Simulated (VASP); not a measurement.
Runs of VASP 6.6.1 on Os. It takes space group P6_3/mmc (No. 194, hexagonal). The conventional cell has a = 2.734 Å, b = 2.734 Å, c = 4.320 Å, α = 90.00°, β = 90.00°, γ = 120.00°. Os (site symmetry -6m2) has 12 Os at 2.68 to 2.73 Å as nearest neighbours. 

```tsv
task	potentials or basis	cell	cutoff (eV)	smearing	gap on the mesh (eV)	pressure (GPa)	relaxed volume (Å³/atom)
relaxation of cell and atoms	VASP PAW PBE potentials, release 64 (Os_sv_GW)	relaxed	680	fermi-dirac 0.05 eV	none	0.1	14.27
band structure	VASP PAW PBE potentials, release 64 (Os_sv_GW)	as given	550	fermi-dirac 0.05 eV	-	(b)	-
relaxation of cell and atoms	VASP PAW PBE potentials, release 64 (Os_sv_GW)	relaxed	630	fermi-dirac 0.05 eV	none	0.0	14.27
relaxation of cell and atoms	VASP PAW PBE potentials, release 64 (Os)	relaxed	580	fermi-dirac 0.05 eV	none	0.0	14.28
band structure	VASP PAW PBE potentials, release 64 (Os_sv_GW)	as given	600	fermi-dirac 0.05 eV	-	(a)	-
relaxation of cell and atoms	VASP PAW PBE potentials, release 64 (Os_pv)	relaxed	600	fermi-dirac 0.05 eV	none	0.0	14.36
single point	VASP PAW PBE potentials, release 64 (Os)	as given	520	gaussian 0.027 eV	none	8.7	-
```

Alike in all rows: level PBE; no spin polarisation; k mesh 11 × 11 × 6.

Q: Estimate the missing entries.

A: (a) 8.2; (b) 7.2.

Caveats: spin-orbit coupling is left out, which moves the levels of the heavy elements (some runs).

A k mesh can miss the band edges, and the runs leave out spin-orbit coupling on Os.

A gap of «none» marks a metal or a gap under the smearing width.

The runs don't all hold the same shells in valence.
